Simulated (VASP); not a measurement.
# In (Im-3m) in VASP: settings compared

The runs below take In through relaxation of cell and atoms, with LDA, PBE, PBEsol, RPBE, revPBE.

Everything below comes from runs of VASP 6.6.1. Logs are shortened: lines on timing, memory, paths and dates and some standing lists are left out, and cuts for length are marked.

## (1) Starting point

The structure is cubic, space group Im-3m (No. 229). The conventional cell has a = 3.765 Å, b = 3.765 Å, c = 3.765 Å, α = 90.00°, β = 90.00°, γ = 90.00°. In (site symmetry m-3m) has 8 In at 3.26 Å as nearest neighbours.

This isn't the form of In at room conditions, which is tetragonal.

## (2) Relaxation of cell and atoms, LDA

Input file INCAR:

```
SYSTEM = In
PREC     = Accurate       ! precision mode
ENCUT    = 600            ! plane-wave cutoff, eV
EDIFF    = 1E-7           ! SCF threshold, eV
ISMEAR   = -1             ! smearing method
SIGMA    = 0.05           ! smearing width, eV
LREAL    = .False.        ! projectors in reciprocal space
LASPH    = .True.         ! aspherical terms in the spheres
NELM     = 80             ! most SCF steps
ALGO     = Normal         ! electronic algorithm
ISIF     = 3              ! what is computed and relaxed
LWAVE    = .False.        ! write WAVECAR
LCHARG   = .False.        ! write CHGCAR
GGA      = CA             ! functional
IBRION   = 2              ! ionic algorithm
NSW      = 40             ! ionic steps
EDIFFG   = -0.02          ! ionic threshold
```

Input file KPOINTS:

```
Automatic mesh
0
Gamma
  10 10 10
  0 0 0
```

Input file POSCAR:

```
In
1.0
   -1.8825252400      1.8825252400      1.8825252400
    1.8825252400     -1.8825252400      1.8825252400
    1.8825252400      1.8825252400     -1.8825252400
In
1
Direct
    0.0000000000      0.0000000000      0.0000000000
```

Potentials or basis: VASP PAW LDA potentials, release 64 (In_d).

Run with:

```bash
$ cat potpaw_LDA.64/In_d/POTCAR > POTCAR
$ mpirun -np 1 vasp_std > vasp.out
```

OUTCAR:

```text
SYSTEM = In
   PREC = Accurate
   ENCUT = 600
   EDIFF = 1E-7
   ISMEAR = -1
   LREAL = .False.
   LASPH = .True.
   NELM = 80
   ISIF = 3
   GGA = CA
   IBRION = 2
   NSW = 40
   EDIFFG = -0.02

 ion  position               nearest neighbor table
   1  0.000  0.000  0.000-

  LATTYP: Found a body centered cubic cell.
 ALAT       =     3.7650504800

  Lattice vectors:

 A1 = (  -1.8825252400,   1.8825252400,   1.8825252400)
 A2 = (   1.8825252400,  -1.8825252400,   1.8825252400)
 A3 = (   1.8825252400,   1.8825252400,  -1.8825252400)

Analysis of symmetry for initial positions (statically):
=====================================================================
 Subroutine PRICEL returns:
 Original cell was already a primitive cell.

 Routine SETGRP: Setting up the symmetry group for a
 body centered cubic supercell.

 Subroutine GETGRP returns: Found 48 space group operations
 (whereof 48 operations were pure point group operations)
 out of a pool of 48 trial point group operations.

The static configuration has the point symmetry O_h .

Analysis of symmetry for dynamics (positions and initial velocities):
=====================================================================
 Subroutine PRICEL returns:
 Original cell was already a primitive cell.

 Routine SETGRP: Setting up the symmetry group for a
 body centered cubic supercell.

 Subroutine GETGRP returns: Found 48 space group operations
 (whereof 48 operations were pure point group operations)
 out of a pool of 48 trial point group operations.

The dynamic configuration has the point symmetry O_h .

 Subroutine INISYM returns: Found 48 space group operations
 (whereof 48 operations are pure point group operations),
 and found     1 'primitive' translations

----------------------------------------------------------------------------------------

                                     Primitive cell

  volume of cell :      26.6859

  direct lattice vectors                    reciprocal lattice vectors
    -1.882525240  1.882525240  1.882525240     0.000000000  0.265600689  0.265600689
     1.882525240 -1.882525240  1.882525240     0.265600689  0.000000000  0.265600689
     1.882525240  1.882525240 -1.882525240     0.265600689  0.265600689  0.000000000

  length of vectors
     3.260629362  3.260629362  3.260629362     0.375616096  0.375616096  0.375616096

  position of ions in fractional coordinates (direct lattice)
     0.000000000  0.000000000  0.000000000
[... 135 lines left out ...]
  in kB      -28.0623757    -28.0623757    -28.0623757      0.0000000      0.0000000      0.0000000
  external PRESSURE =     -28.0623757 kB  Pullay stress =       0.0000000 kB

 VOLUME and BASIS-vectors are now :
 -----------------------------------------------------------------------------
  energy-cutoff  :      600.00
  volume of cell :       26.69
      direct lattice vectors                 reciprocal lattice vectors
    -1.882525240  1.882525240  1.882525240     0.000000000  0.265600689  0.265600689
     1.882525240 -1.882525240  1.882525240     0.265600689  0.000000000  0.265600689
     1.882525240  1.882525240 -1.882525240     0.265600689  0.265600689  0.000000000

 POSITION                                       TOTAL-FORCE (eV/Angst)
 -----------------------------------------------------------------------------------
      0.00000      0.00000      0.00000         0.000000     -0.000000      0.000000
 -----------------------------------------------------------------------------------
    total drift:                               -0.000000     -0.000000     -0.000000

  FREE ENERGIE OF THE ION-ELECTRON SYSTEM (eV)
  ---------------------------------------------------
  free  energy   TOTEN  =        -3.1923535933 eV

  energy  without entropy=       -3.1871309319  energy(sigma->0) =       -3.18974226

--------------------------------------- Ionic step        2  -------------------------------------------

 number of electron      13.0000005 magnetization

 Free energy of the ion-electron system (eV)
  ---------------------------------------------------
  ext. energy  EPLUGINS =         0.00000000
  ---------------------------------------------------
  free energy    TOTEN  =        -3.20945813 eV

  energy without entropy =       -3.20426590  energy(sigma->0) =       -3.20686202

 E-fermi :   7.7130     XC(G=0): -10.7629

 val. band max:        7.6916947912   @ k =   0.3000   0.3000   0.0000
 cond. band min:       7.7347478608   @ k =   0.2000   0.2000   0.2000
 fundamental gap:      0.0430530696
 Fermi energy:         7.7129954909

 k-point     1 :       0.0000    0.0000    0.0000
  band No.  band energies     occupation
      1      -6.8762      2.00000
      2      -6.8762      2.00000
      3      -6.8762      2.00000
      4      -6.5558      2.00000
      5      -6.5558      2.00000
      6      -2.1176      2.00000
      7      19.2853      0.00000
      8      19.2853      0.00000
      9      19.2853      0.00000
     10      21.0267      0.00000
[... 287 lines left out ...]
 k-point    24 :      -0.3000    0.3000    0.1000
  band No.  band energies     occupation
      1      -6.9117      2.00000
      2      -6.8423      2.00000
      3      -6.6403      2.00000
      4      -6.5730      2.00000
      5      -6.5495      2.00000
      6       0.3417      2.00000
      7      10.1660      0.00000
      8      14.1387      0.00000
      9      15.3298      0.00000
     10      19.1106      0.00000

 [... further k-points ...]
[... 5 lines left out ...]
  --------------------------------------------------------------------------------------
  -------------------------------------------------------------------------------------
  Total       -0.0194206     -0.0194206     -0.0194206     -0.0000000      0.0000000      0.0000000
  in kB       -1.2485523     -1.2485523     -1.2485523     -0.0000000      0.0000000      0.0000000
  external PRESSURE =      -1.2485523 kB  Pullay stress =       0.0000000 kB

 VOLUME and BASIS-vectors are now :
 -----------------------------------------------------------------------------
  energy-cutoff  :      600.00
  volume of cell :       24.92
      direct lattice vectors                 reciprocal lattice vectors
    -1.840076161  1.840076161  1.840076161     0.000000000  0.271727883  0.271727883
     1.840076161 -1.840076161  1.840076161     0.271727883  0.000000000  0.271727883
     1.840076161  1.840076161 -1.840076161     0.271727883  0.271727883  0.000000000

 POSITION                                       TOTAL-FORCE (eV/Angst)
 -----------------------------------------------------------------------------------
      0.00000      3.68015      0.00000        -0.000000     -0.000000      0.000000
 -----------------------------------------------------------------------------------
    total drift:                                0.000000      0.000000     -0.000000

  FREE ENERGIE OF THE ION-ELECTRON SYSTEM (eV)
  ---------------------------------------------------
  free  energy   TOTEN  =        -3.2094581340 eV

  energy  without entropy=       -3.2042658991  energy(sigma->0) =       -3.20686202

 reached required accuracy - stopping structural energy minimisation
```

CONTCAR:

```text
In
   1.00000000000000
    -1.8400761614363128    1.8400761614363128    1.8400761614363128
     1.8400761614363128   -1.8400761614363128    1.8400761614363128
     1.8400761614363128    1.8400761614363128   -1.8400761614363128
  In
     1
Direct
     1.0000000000000000    0.0000000000000000    1.0000000000000000

  0.00000000E+00  0.00000000E+00  0.00000000E+00
```

It took 15 s on 1 thread of Intel Xeon Platinum 8559C (Emerald Rapids), shared host; peak memory 0.15 GiB.

Results:

| Property | Result |
| --- | --- |
| Free energy | -3.2095 eV |
| Relaxed volume | 24.92 Å³/atom |
| Relaxed cell | a = 3.187 Å, b = 3.187 Å, c = 3.187 Å, α = 109.47°, β = 109.47°, γ = 109.47° |
| Space group after relaxing (to 0.05 Å) | Im-3m (No. 229) |
| Energy gained by relaxing | 17.1 meV/atom |
| Ionic steps | 2 |
| Pressure after relaxing | -0.1 GPa |
| Band gap on the k mesh | none (metal or under the smearing width) |

The path:
```csv
step,energy change (eV),largest force (eV/Å),pressure (GPa),volume (Å³)
1,0.0000,0.0000,-2.81,26.69
2,-0.0171,0.0000,-0.12,24.92
```

Final structure:
```
In
1.0
    -1.84008    1.84008    1.84008
     1.84008   -1.84008    1.84008
     1.84008    1.84008   -1.84008
In
1
Cartesian
  0.0000 3.6802 0.0000
```

Levels at points of the mesh, in eV from the Fermi level:
```
           k point  band 2  band 3  band 4  band 5  band 6  band 7  band 8  band 9  band 10
(0.00, 0.00, 0.00)  -14.59  -14.59  -14.27  -14.27   -9.83   11.57   11.57   11.57    13.31
(0.50, 0.00, 0.00)  -14.65  -14.29  -14.27  -14.07   -3.91   -3.30    6.13    7.57    10.56
(0.50, 0.50, 0.50)  -14.72  -14.12  -14.12  -14.12    1.30    1.30    1.30    1.32     5.58
```

## (3) Relaxation of cell and atoms, PBE

Edit INCAR of step 2 so:

```diff
@@ -13,3 +13,3 @@
 LCHARG   = .False.        ! write CHGCAR
-GGA      = CA             ! functional
+GGA      = PE             ! functional
 IBRION   = 2              ! ionic algorithm
```

KPOINTS is that of step 2.

POSCAR is that of step 2.

Potentials or basis: VASP PAW PBE potentials, release 64 (In_d).

Run with:

```bash
$ cat potpaw_PBE.64/In_d/POTCAR > POTCAR
$ mpirun -np 1 vasp_std > vasp.out
```

It took 24 s on 1 thread of Intel Xeon Platinum 8559C (Emerald Rapids), shared host; peak memory 0.17 GiB.

Results (log left out):

- Free energy: -2.5571 eV
- Relaxed volume: 27.81 Å³/atom
- Relaxed cell: a = 3.306 Å, b = 3.306 Å, c = 3.306 Å, α = 109.47°, β = 109.47°, γ = 109.47°
- Space group after relaxing (to 0.05 Å): Im-3m (No. 229)
- Energy gained by relaxing: 5.2 meV/atom
- Ionic steps: 3
- Pressure after relaxing: 0.0 GPa
- Band gap on the k mesh: none (metal or under the smearing width)

The path:
| step | energy change (eV) | largest force (eV/Å) | pressure (GPa) | volume (Å³) |
| --- | --- | --- | --- | --- |
| 1 | 0.0000 | 0.0000 | 1.52 | 26.69 |
| 2 | -0.0051 | 0.0000 | 0.16 | 27.68 |
| 3 | -0.0052 | 0.0000 | 0.00 | 27.81 |

Final structure:
```
In
1.0
    -1.90854    1.90854    1.90854
     1.90854   -1.90854    1.90854
     1.90854    1.90854   -1.90854
In
1
Cartesian
  0.0000 0.0000 0.0000
```

Levels at points of the mesh, in eV from the Fermi level:
```tsv
k point	band 4	band 5	band 6	band 7	band 8	band 9
(0.00, 0.00, 0.00)	-14.32	-14.32	-9.06	10.53	10.53	10.53
(0.50, 0.00, 0.00)	-14.32	-14.17	-3.85	-2.87	5.71	7.18
(0.50, 0.50, 0.50)	-14.20	-14.20	0.67	1.33	1.33	1.33
```

(Part 1 of 3 ends here.)
